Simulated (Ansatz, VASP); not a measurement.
**AlRu: VASP beside Ansatz**

```
CELL_PARAMETERS angstrom
2.99160 0.00000 0.00000
0.00000 2.99160 0.00000
0.00000 0.00000 2.99160
ATOMIC_POSITIONS crystal
Ru 0.50000 0.50000 0.50000
Al 0.00000 0.00000 0.00000
```

Alike in both runs: functional LDA; k mesh 9 × 9 × 9; occupations fermi-dirac, width 0.05 eV; no spin polarisation; Hubbard terms Ru d U = 5.0 eV.

|  | VASP | Ansatz |
| --- | --- | --- |
| version | VASP 6.6.1 | Ansatz 0.2.0 |
| potentials or method | VASP PAW LDA potentials, release 64 (Ru_pv, Al) | Ansatz PAW |
| plane-wave cutoff (eV) | 520 | 420 |
| valence electrons in the cell | 17 | 19 |
| task | single point | density of states |

|  | VASP | Ansatz | Ansatz less VASP |
| --- | --- | --- | --- |
| gap on the k mesh at the Fermi level (eV) | none | none | - |
| pressure (GPa) | -10.8 | -10.9 | -0.09 |

The programs project onto different local orbitals, so the same U acts differently. A gap of «none» marks a metal or a gap that the smearing closes. The two sets of potentials don't hold the same shells in valence.

Caveats: U without spin polarisation on a metal has little footing; the U is typed as a test and isn't derived for this compound; the PAW data sets come from PBE, with cores solved anew for the run's functional, which leaves a small shift of forces and pressure (Ansatz); the density of states is complete only up to the lowest level of the last band computed (Ansatz).
